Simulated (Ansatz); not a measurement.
# The puckered SnTe bilayer (AB) under a gate

Wanted: Fermi level and gate voltage of the puckered SnTe bilayer (AB) as it is charged.

Program: Ansatz 0.2.0. Level of theory: plane-wave DFT, PBE-D3(BJ), Ansatz PAW. Results are calculated unless marked as measured.

This is a report of a sequence of runs, with most program output left out.

### Step 1. Starting point

The cell holds 8 atoms: 4 Sn and 4 Te. Cell: a = 4.570 Å, b = 4.550 Å, c = 48.962 Å, α = 90.0°, β = 90.0°, γ = 90.0°. Regions: layer 1: puckered SnTe, 4 atoms (2 Sn and 2 Te); layer 2: puckered SnTe, 4 atoms (2 Sn and 2 Te). Vacuum lies along c.

### Step 2. Relaxation

The starting cell is a guess, so the in-plane lattice and the atoms are relaxed first, with the slab cut off from its images along the normal.

Contents of input.yaml:

```yaml
crystal:
  lattice:
    - [4.57, 0.0, 0.0]
    - [0.0, 4.55, 0.0]
    - [0.0, 0.0, 48.9616000003]
  atoms:
    - { symbol: Sn, position: [0.06, 0.0, 0.4084833829] }
    - { symbol: Te, position: [0.44, 0.5, 0.4105257998] }
    - { symbol: Te, position: [0.94, 0.0, 0.4673213294] }
    - { symbol: Sn, position: [0.56, 0.5, 0.4693637463] }
    - { symbol: Sn, position: [0.06, 0.5, 0.5306362537] }
    - { symbol: Te, position: [0.44, 0.0, 0.5326786706] }
    - { symbol: Te, position: [0.94, 0.5, 0.5894742002] }
    - { symbol: Sn, position: [0.56, 0.0, 0.5915166171] }
  periodic: [true, true, false]
kpoints:
  mp_grid: { grid: [8, 8, 1] }
hamiltonian:
  xc: pbe
  dispersion: d3bj
scf:
  occupations: { method: fermi_dirac, width: 0.05 }
  convergence: { dr2_threshold: 1.0e-09 }
relax:
  f_tol: 0.004
  max_steps: 90
  cell: {}
output:
  write_potential: true
  write_density: true
  volumetric_format: npy
```

The run is started by

```bash
> ansatz run input.yaml --threads 4 --pin off --max-ram 16384MiB --backend cpu --events-out ev --progress --plain --runs-dir out
```

Run time: 11 min. Hardware: 4 threads of Arm Neoverse V1, shared host; peak memory 2.5 GiB; 45 min of CPU time.

The steps of the relaxation:

```tsv
step	energy less that of the first step (eV)	largest force component (eV/Å)	volume (Å³)
1	0.0000	0.9777	1018.08
2	-0.4575	0.3699	1032.44
3	-0.5065	0.0751	1028.06
4	-0.5094	0.0810	1030.44
5	-0.5169	0.0503	1032.54
6	-0.5218	0.0673	1061.47
7	-0.5301	0.0238	1043.53
8	-0.5316	0.0128	1043.43
9	-0.5316	0.0238	1044.62
10	-0.5322	0.0096	1046.59
11	-0.5322	0.0036	1046.91
12*	-0.5334	0.0035	1046.91
```

Relaxation steps marked * repeat the geometry before them on a plane-wave basis chosen anew for their cell, so energy and pressure can jump there.

Forces are held to the 4 operations that the run works with; a distortion that breaks them can't arise in this run.

```tsv
cell as run	before	after	change
a (Å)	4.570	4.739	+3.7 %
b (Å)	4.550	4.512	-0.8 %
```

The atoms that moved most (Å, along periodic axes as changes of fractional coordinates times the final cell, across vacuum about the mean position):

```tsv
atom	dx	dy	dz	length
Te2	0.140	0.000	-0.217	0.258
Te7	0.140	0.000	0.217	0.258
Sn5	-0.139	0.000	0.164	0.215
Sn4	-0.139	0.000	-0.164	0.215
Sn8	-0.137	0.000	0.051	0.146
Sn1	-0.137	0.000	-0.051	0.146
Te3	0.136	0.000	-0.021	0.138
Te6	0.136	0.000	0.021	0.138
```

The lattice constant a goes from 4.570 to 4.739 Å.

### Step 3. Gated layer, added electrons 0, start network

The slab is cut off from its images along the normal. A charged sheet stands for each gate, the layer takes the opposite charge, and a barrier ahead of the sheet keeps electrons from leaking to it. The uncharged case sets the zero; a dense mesh is needed because few carriers fill a small part of the zone.

The cell differs from the one that the last finished run ended in (c 48.962 → 48.195 Å).

Contents of input.yaml:

```yaml
crystal:
  lattice:
    - [4.7394522874, 0.0, 0.0]
    - [0.0, 4.5115505004, 0.0]
    - [0.0, 0.0, 48.1954179573]
  atoms:
    - { symbol: Sn, position: [0.0311575435, 0.0, 0.4059605819] }
    - { symbol: Te, position: [0.4694563091, 0.5, 0.4046027782] }
    - { symbol: Te, position: [0.9687417233, 0.0, 0.4663743694] }
    - { symbol: Sn, position: [0.530644424, 0.5, 0.4654666921] }
    - { symbol: Sn, position: [0.030644424, 0.5, 0.5345333079] }
    - { symbol: Te, position: [0.4687417233, 0.0, 0.5336256306] }
    - { symbol: Te, position: [0.9694563091, 0.5, 0.5953972218] }
    - { symbol: Sn, position: [0.5311575435, 0.0, 0.5940394181] }
  periodic: [true, true, false]
  symmetry: { detect: true }
kpoints:
  mp_grid: { grid: [32, 32, 1] }
  band_path:
    path:
      - [0, 0, 0]
      - [0.5, 0, 0]
      - [0.5, 0.5, 0]
      - [0, 0, 0]
      - [0, 0.5, 0]
      - [0.5, 0.5, 0]
    npoints: 16
hamiltonian:
  xc: pbe
  dispersion: d3bj
scf:
  occupations: { method: fermi_dirac, width: 0.02585 }
  convergence: { dr2_threshold: 1.0e-10 }
output:
  forces: true
  eigenvalues: true
  dos: { projected: true, e_range: [-3, 3], de: 0.01 }
  write_potential: true
  write_density: true
  volumetric_format: npy
  elf: true
external_charges:
  - { charge: 0, barrier: 10, axis: 3, height: 32.195, sigma: 0.25 }
```

Wall time 21 min (4 threads); peak memory 11 GiB.

Numbers from this step:

```
gap along the path                                                                  : 0.7813 eV
smallest direct gap along the path                                                  : 0.8756 eV
gap, the smaller of path and mesh                                                   : 0.7813 eV
potential beyond the upper barrier and gate, less the barrier, from the Fermi level : 3.853 eV
```

Running mean over a fixed 2.5 Å (it still follows the layers) of the planar mean; beyond a gate it holds the 10 eV model barrier. Table of electron's electrostatic potential energy less the Fermi level by z:

```tsv
z (Å)	electron's electrostatic potential energy less the Fermi level (eV)
4	3.91
5	3.91
6	3.91
7	3.91
8	3.91
9	3.91
10	3.91
11	3.91
12	3.91
13	3.91
14	3.91
15	3.91
16	3.90
17	3.65
18	1.45
19	-1.03
20	-1.49
21	-1.47
22	-1.56
23	-1.16
24	-0.404
25	-0.678
26	-1.78
27	-1.36
28	-1.21
29	-1.49
30	1.01
31	3.98
32	8.06
33	12.0
34	13.8
35	13.9
36	13.9
37	13.9
38	13.9
39	13.9
40	13.9
41	13.9
42	13.9
43	13.9
44	13.9
```

The density of states has structure finer than the step of the table below, so its rows give means over 0.1 eV, whole bins alone (the curve runs from -3 to 2.38 eV). Peaks (eV: height): -2.59: 10.3, -2.20: 10.0, -1.98: 12.8, -1.14: 15.4, -0.97: 12.9, 0.67: 11.1, 2.23: 12.9.

Table of density of states by energy, zero at the Fermi level of the run, which the smearing sets inside the gap; means over each step:

```tsv
energy (eV)	density of states (states/eV a cell)
-2.9	6.67
-2.8	6.12
-2.7	5.64
-2.6	7.61
-2.5	7.50
-2.4	6.63
-2.3	7.23
-2.2	8.50
-2.1	7.28
-2.0	10.8
-1.9	9.81
-1.8	9.18
-1.7	6.03
-1.6	3.90
-1.5	4.95
-1.4	5.73
-1.3	5.11
-1.2	5.41
-1.1	8.64
-1.0	8.67
-0.9	7.15
-0.8	4.03
-0.7	2.13
-0.6	0.954
-0.5	0.618
-0.4	0.234
-0.3	0
-0.2	0
-0.1	0
0.0	0
0.1	0
0.2	0
0.3	0
0.4	0.323
0.5	1.11
0.6	6.45
0.7	9.55
0.8	5.76
0.9	4.54
1.0	5.49
1.1	5.21
1.2	5.48
1.3	5.74
1.4	5.98
1.5	5.48
1.6	5.34
1.7	5.18
1.8	5.20
1.9	5.93
2.0	6.08
2.1	7.03
2.2	9.94
2.3	10.2
```

Projected DOS per atom over height of the atomic layer and energy from the Fermi level. Layers: SnTe SnTe SnTe SnTe from below.

Ten even steps from '_' (0.00 states/eV) to '@' (1.32 states/eV), each cell a mean:
```
@@####@@
**++++++
========
++====++
++====++
++----++
++****++
--====--
________
________
________
________
........
********
********
==++++==
==++++==
@@@@@@@@
########
********
##++++##
##++++##
```
Columns: height of the atomic layer (Å) from 19.5 to 28.7 (not evenly spaced); rows upwards: energy from the Fermi level (eV) from -2.98 to 2.37.

The electronic bands at the labelled points (eV, zero at the Fermi level of the run, which the smearing sets inside the gap):

```tsv
point	band 57	band 58	band 59	band 60	band 61	band 62	band 63	band 64
Γ	-1.99	-1.84	-1.14	-0.99	0.62	1.92	2.24	2.26
halfway	-1.48	-1.41	-1.02	-1.01	0.74	1.17	1.59	1.67
X	-0.92	-0.92	-0.63	-0.63	0.67	0.67	1.02	1.02
halfway	-1.95	-1.95	-1.61	-1.61	1.64	1.64	2.49	2.49
S	-2.00	-2.00	-1.99	-1.99	2.05	2.05	2.20	2.21
halfway	-1.69	-1.54	-0.89	-0.71	0.69	0.79	1.25	1.55
Γ	-1.99	-1.84	-1.14	-0.99	0.62	1.92	2.24	2.26
halfway	-1.54	-1.45	-1.05	-0.96	0.61	1.16	1.41	1.55
Y	-1.30	-1.09	-0.96	-0.91	0.50	0.65	0.67	0.73
halfway	-2.17	-1.90	-1.79	-1.51	1.43	1.78	2.10	2.23
S	-2.00	-2.00	-1.99	-1.99	2.05	2.05	2.20	2.21
```

Valence density in the ca plane at fractional y = 0.000, with atoms of Sn and Te within 0.2 Å of it. It is the smooth field of the valence electrons, not physical close to the nuclei.

Values in e/Å³, 7 rows by 16 columns, each cell a mean:
```
 0  0  0  0  0  0  0  1  3  0  3  7  0  0  0  0
 0  0  0  0  0  0  0  0  0  0  0  1  0  0  0  0
 0  0  0  0  0  0  0  0  0  0  0  0  0  0  2  0
 0  0  0  0  0  0  0  0  0  0  0  0  0  2 11  1
 0  0  0  0  0  0  0  0  0  0  0  0  0  1  3  0
 0  0  0  0  0  0  0  1  2  0  0  1  0  0  0  0
 0  0  0  0  0  0  0  3  9  0  3  6  0  0  0  0
```
Columns run along c (16.0 Å, from fractional 0.24 to 0.57 of the cell), rows up along a (4.7 Å). Atoms in or near the plane, at fractional coordinates: Sn at (0.41, 0.03), Te at (0.47, 0.97), Te at (0.53, 0.47).

ELF in the ca plane at fractional y = 0.000, with atoms of Sn and Te within 0.2 Å of it. It is the smooth field of the valence electrons, not physical close to the nuclei.

Values, 7 rows by 16 columns, each cell a mean:
```
0.00 0.00 0.00 0.00 0.00 0.09 0.60 0.43 0.22 0.45 0.34 0.22 0.53 0.07 0.12 0.06
0.00 0.00 0.00 0.00 0.00 0.02 0.23 0.46 0.34 0.29 0.54 0.53 0.32 0.36 0.57 0.35
0.00 0.00 0.00 0.00 0.00 0.00 0.02 0.08 0.09 0.06 0.32 0.35 0.16 0.61 0.40 0.57
0.00 0.00 0.00 0.00 0.00 0.00 0.01 0.05 0.07 0.03 0.06 0.06 0.22 0.52 0.07 0.54
0.00 0.00 0.00 0.00 0.00 0.00 0.05 0.19 0.20 0.11 0.25 0.30 0.15 0.55 0.30 0.53
0.00 0.00 0.00 0.00 0.00 0.02 0.30 0.37 0.25 0.32 0.59 0.61 0.34 0.35 0.56 0.36
0.00 0.00 0.00 0.00 0.00 0.10 0.59 0.30 0.06 0.44 0.39 0.25 0.55 0.08 0.18 0.08
```
Columns run along c (16.0 Å, from fractional 0.24 to 0.57 of the cell), rows up along a (4.7 Å). Atoms in or near the plane, at fractional coordinates: Sn at (0.41, 0.03), Te at (0.47, 0.97), Te at (0.53, 0.47).

Electrostatic potential energy in the ca plane at fractional y = 0.000, with atoms of Sn and Te within 0.2 Å of it. With pseudopotentials it is smooth inside the atoms' cores, unlike the true potential.

Values in eV, 7 rows by 16 columns, each cell a mean:
```
  0   0   0   0   0   0  -2 -14 -12  -9  -9   0  -8  -1  -1  -1
  0   0   0   0   0   0  -1  -4  -8  -3 -11 -15  -3  -2  -5  -2
  0   0   0   0   0   0   0  -1  -1  -1  -2  -2  -1 -11 -13  -9
  0   0   0   0   0   0   0  -1  -1   0  -1  -1  -1 -11  11 -14
  0   0   0   0   0   0  -1  -3  -5  -2  -1  -1  -1 -12  -9 -10
  0   0   0   0   0   0  -2 -13 -16  -6  -9 -13  -2  -3  -7  -2
  0   0   0   0   0   0  -2 -11   4 -12 -11  -3  -7  -1  -1  -1
```
Columns run along c (16.0 Å, from fractional 0.24 to 0.57 of the cell; values clipped at the 3rd and 97th percentile), rows up along a (4.7 Å). Atoms in or near the plane, at fractional coordinates: Sn at (0.41, 0.03), Te at (0.47, 0.97), Te at (0.53, 0.47).

The gap, the smaller of path and mesh, is 0.781 eV.

### Step 4. Gated layer, added electrons 1×10¹³ per cm²

input.yaml, as its differences from that of step 3:

```diff
@@ -16,2 +16,3 @@
   symmetry: { detect: true }
+total_charge: -0.021382
 kpoints:
@@ -36,3 +37,2 @@
   eigenvalues: true
-  dos: { projected: true, e_range: [-3, 3], de: 0.01 }
   write_potential: true
@@ -40,4 +40,4 @@
   volumetric_format: npy
-  elf: true
 external_charges:
   - { charge: 0, barrier: 10, axis: 3, height: 32.195, sigma: 0.25 }
+  - { charge: 0.021382, axis: 3, height: 33.695, sigma: 0.5 }
```

The job ended after 23 min (4 threads; peak memory 11 GiB; 1.5 h of CPU time).

This step gave:

- energy at zero smearing: -52021.2226 eV
- potential beyond the upper barrier and gate, less the barrier, from the Fermi level: 2.765 eV

The electronic bands at the labelled points (eV, zero at the Fermi level):

```tsv
point	band 57	band 58	band 59	band 60	band 61	band 62	band 63	band 64
Γ	-2.40	-2.25	-1.56	-1.41	0.19	1.48	1.81	1.85
halfway	-1.90	-1.83	-1.44	-1.42	0.31	0.75	1.17	1.25
X	-1.34	-1.33	-1.06	-1.04	0.25	0.26	0.59	0.61
halfway	-2.37	-2.36	-2.03	-2.02	1.21	1.22	2.06	2.08
S	-2.44	-2.43	-2.40	-2.39	1.62	1.64	1.76	1.80
halfway	-2.11	-1.96	-1.32	-1.13	0.26	0.37	0.83	1.13
Γ	-2.40	-2.25	-1.56	-1.41	0.19	1.48	1.81	1.85
halfway	-1.96	-1.87	-1.47	-1.38	0.18	0.75	0.99	1.13
Y	-1.72	-1.51	-1.38	-1.32	0.08	0.23	0.24	0.31
halfway	-2.59	-2.33	-2.21	-1.93	1.01	1.35	1.68	1.81
S	-2.44	-2.43	-2.40	-2.39	1.62	1.64	1.76	1.80
```

Against the uncharged case this takes +1.09 V.

### Step 5. Gated layer, added electrons 3×10¹³ per cm²

input.yaml, as its differences from that of step 4:

```diff
@@ -16,3 +16,3 @@
   symmetry: { detect: true }
-total_charge: -0.021382
+total_charge: -0.064147
 kpoints:
@@ -42,2 +42,2 @@
   - { charge: 0, barrier: 10, axis: 3, height: 32.195, sigma: 0.25 }
-  - { charge: 0.021382, axis: 3, height: 33.695, sigma: 0.5 }
+  - { charge: 0.064147, axis: 3, height: 33.695, sigma: 0.5 }
```

Run time: 24 min. Hardware: 4 threads; peak memory 11 GiB; 1.6 h of CPU time.

Against the uncharged case this takes +2.45 V.

### Step 6. Gated layer, added electrons 6×10¹³ per cm²

input.yaml, as its differences from that of step 5:

```diff
@@ -16,3 +16,3 @@
   symmetry: { detect: true }
-total_charge: -0.064147
+total_charge: -0.128294
 kpoints:
@@ -42,2 +42,2 @@
   - { charge: 0, barrier: 10, axis: 3, height: 32.195, sigma: 0.25 }
-  - { charge: 0.064147, axis: 3, height: 33.695, sigma: 0.5 }
+  - { charge: 0.128294, axis: 3, height: 33.695, sigma: 0.5 }
```

It took 25 min on 4 threads; peak memory 11 GiB.

Against the uncharged case this takes +4.36 V.

### Step 7. Gated layer, added electrons 10×10¹³ per cm²

input.yaml, as its differences from that of step 6:

```diff
@@ -16,3 +16,3 @@
   symmetry: { detect: true }
-total_charge: -0.128294
+total_charge: -0.213823
 kpoints:
@@ -42,2 +42,2 @@
   - { charge: 0, barrier: 10, axis: 3, height: 32.195, sigma: 0.25 }
-  - { charge: 0.128294, axis: 3, height: 33.695, sigma: 0.5 }
+  - { charge: 0.213823, axis: 3, height: 33.695, sigma: 0.5 }
```

Run time: 25 min. Hardware: 4 threads; peak memory 11 GiB; 1.7 h of CPU time.

Running mean over a fixed 2.5 Å (it still follows the layers) of the planar mean; beyond a gate it holds the 10 eV model barrier. Table of electron's electrostatic potential energy less the Fermi level by z:

```tsv
z (Å)	electron's electrostatic potential energy less the Fermi level (eV)
4	3.63
5	3.63
6	3.63
7	3.63
8	3.63
9	3.63
10	3.63
11	3.63
12	3.63
13	3.63
14	3.63
15	3.63
16	3.62
17	3.36
18	1.15
19	-1.35
20	-1.81
21	-1.80
22	-1.89
23	-1.51
24	-0.805
25	-1.13
26	-2.26
27	-1.87
28	-1.75
29	-2.11
30	-0.0359
31	1.88
32	4.40
33	6.77
34	7.56
35	7.19
36	7.15
37	7.15
38	7.15
39	7.15
40	7.15
41	7.15
42	7.15
43	7.15
44	7.15
```

Against the uncharged case this takes +6.71 V.

### Step 8. Gated layer, added electrons -1×10¹³ per cm²

input.yaml, as its differences from that of step 7:

```diff
@@ -16,3 +16,3 @@
   symmetry: { detect: true }
-total_charge: -0.213823
+total_charge: 0.021382
 kpoints:
@@ -42,2 +42,2 @@
   - { charge: 0, barrier: 10, axis: 3, height: 32.195, sigma: 0.25 }
-  - { charge: 0.213823, axis: 3, height: 33.695, sigma: 0.5 }
+  - { charge: -0.021382, axis: 3, height: 33.695, sigma: 0.5 }
```

It took 25 min on 4 threads; peak memory 11 GiB; 1.6 h of CPU time.

Electronic bands along the path, in eV, zero at the Fermi level:

```tsv
point	band 57	band 58	band 59	band 60	band 61	band 62	band 63	band 64
Γ	-1.56	-1.41	-0.71	-0.56	1.06	2.36	2.67	2.69
halfway	-1.05	-0.98	-0.59	-0.58	1.18	1.60	2.02	2.09
X	-0.50	-0.49	-0.21	-0.19	1.10	1.10	1.44	1.46
halfway	-1.52	-1.52	-1.18	-1.18	2.07	2.09	2.90	2.93
S	-1.59	-1.57	-1.55	-1.55	2.47	2.50	2.62	2.67
halfway	-1.26	-1.12	-0.47	-0.29	1.12	1.22	1.68	1.98
Γ	-1.56	-1.41	-0.71	-0.56	1.06	2.36	2.67	2.69
halfway	-1.11	-1.02	-0.62	-0.53	1.05	1.59	1.84	1.97
Y	-0.88	-0.66	-0.53	-0.48	0.92	1.08	1.09	1.16
halfway	-1.74	-1.47	-1.36	-1.08	1.86	2.22	2.53	2.65
S	-1.59	-1.57	-1.55	-1.55	2.47	2.50	2.62	2.67
```

Against the uncharged case this takes -1.10 V.

### Step 9. Gated layer, added electrons -3×10¹³ per cm²

input.yaml, as its differences from that of step 8:

```diff
@@ -16,3 +16,3 @@
   symmetry: { detect: true }
-total_charge: 0.021382
+total_charge: 0.064147
 kpoints:
@@ -42,2 +42,2 @@
   - { charge: 0, barrier: 10, axis: 3, height: 32.195, sigma: 0.25 }
-  - { charge: -0.021382, axis: 3, height: 33.695, sigma: 0.5 }
+  - { charge: -0.064147, axis: 3, height: 33.695, sigma: 0.5 }
```

Elapsed: 25 min, on 4 threads; peak memory 11 GiB.

Electronic bands along the path, in eV, zero at the Fermi level:

```tsv
point	band 57	band 58	band 59	band 60	band 61	band 62	band 63	band 64
Γ	-1.48	-1.33	-0.63	-0.46	1.16	2.46	2.74	2.77
halfway	-0.98	-0.90	-0.52	-0.48	1.28	1.67	2.10	2.16
X	-0.43	-0.41	-0.14	-0.10	1.18	1.18	1.51	1.53
halfway	-1.45	-1.44	-1.09	-1.08	2.15	2.19	2.97	3.03
S	-1.53	-1.51	-1.44	-1.43	2.53	2.61	2.68	2.81
halfway	-1.18	-1.04	-0.39	-0.20	1.21	1.29	1.77	2.04
Γ	-1.48	-1.33	-0.63	-0.46	1.16	2.46	2.74	2.77
halfway	-1.03	-0.94	-0.54	-0.44	1.15	1.66	1.92	2.05
Y	-0.80	-0.59	-0.44	-0.41	0.99	1.16	1.17	1.24
halfway	-1.66	-1.39	-1.27	-1.00	1.95	2.31	2.60	2.72
S	-1.53	-1.51	-1.44	-1.43	2.53	2.61	2.68	2.81
```

Against the uncharged case this takes -2.53 V.

### Step 10. Gated layer, added electrons -6×10¹³ per cm²

input.yaml, as its differences from that of step 9:

```diff
@@ -16,3 +16,3 @@
   symmetry: { detect: true }
-total_charge: 0.064147
+total_charge: 0.128294
 kpoints:
@@ -37,2 +37,3 @@
   eigenvalues: true
+  dos: { projected: true, e_range: [-3, 3], de: 0.01 }
   write_potential: true
@@ -40,4 +41,5 @@
   volumetric_format: npy
+  elf: true
 external_charges:
   - { charge: 0, barrier: 10, axis: 3, height: 32.195, sigma: 0.25 }
-  - { charge: -0.064147, axis: 3, height: 33.695, sigma: 0.5 }
+  - { charge: -0.128294, axis: 3, height: 33.695, sigma: 0.5 }
```

It took 27 min on 4 threads; peak memory 11 GiB.

The density of states has structure finer than the step of the table below, so its rows give means over 0.1 eV, whole bins alone (the curve runs from -3 to 1.99 eV). Peaks (eV: height): -2.44: 10.7, -1.98: 10.0, -1.38: 14.9, -1.24: 10.7, -0.38: 12.6, -0.35: 12.7, 1.32: 12.6.

Table of density of states by energy, zero at the Fermi level; means over each step:

energy (eV), density of states (states/eV a cell) and a bar:
```
     -2.9        7.5 #####################
     -2.8        6.3 #################
     -2.7        6.4 ##################
     -2.6        5.4 ###############
     -2.5        6.5 ##################
     -2.4        8.6 ########################
     -2.3        6.7 ##################
     -2.2        6.1 #################
     -2.1        5.8 ################
     -2.0        7.4 ####################
     -1.9        7.6 #####################
     -1.8        6.6 ##################
     -1.7        7.7 #####################
     -1.6        8.3 #######################
     -1.5        7.7 #####################
     -1.4       10.1 ############################
     -1.3        9.6 ###########################
     -1.2        9.0 #########################
     -1.1        6.2 #################
     -1.0        4.1 ###########
     -0.9        5.4 ###############
     -0.8        5.7 ################
     -0.7        5.3 ###############
     -0.6        6.4 ##################
     -0.5        7.1 ####################
     -0.4        9.1 #########################
     -0.3        6.6 ##################
     -0.2        3.6 ##########
     -0.1        2.4 #######
      0.0        0.9 ##
      0.1        0.5 #
      0.2        0.2 #
      0.3        0.0 
      0.4        0.0 
      0.5        0.0 
      0.6        0.0 
      0.7        0.0 
      0.8        0.0 
      0.9        0.0 
      1.0        0.6 ##
      1.1        1.5 ####
      1.2        4.6 #############
      1.3       10.9 ##############################
      1.4        6.5 ##################
      1.5        4.2 ############
      1.6        5.3 ###############
      1.7        5.0 ##############
      1.8        5.5 ###############
      1.9        5.8 ################
```

Against the uncharged case this takes -4.64 V.

(Continued in part 2 of 2.)

[Logs are printed without paths, hosts, clocks, repeated set-up lines and the standing remarks that a program may print on its own settings, such as how far it seeks lower states.]

[Hosts, paths, dates, database ids (printed as entryN), source tags and the programs' standing remarks are cut or masked in the printed files.]

[Maps of the electrostatic potential energy from Ansatz leave out the sawtooth potential of an applied field or a dipole correction, so their vacuum need not be flat; planar profiles and work functions include it.]
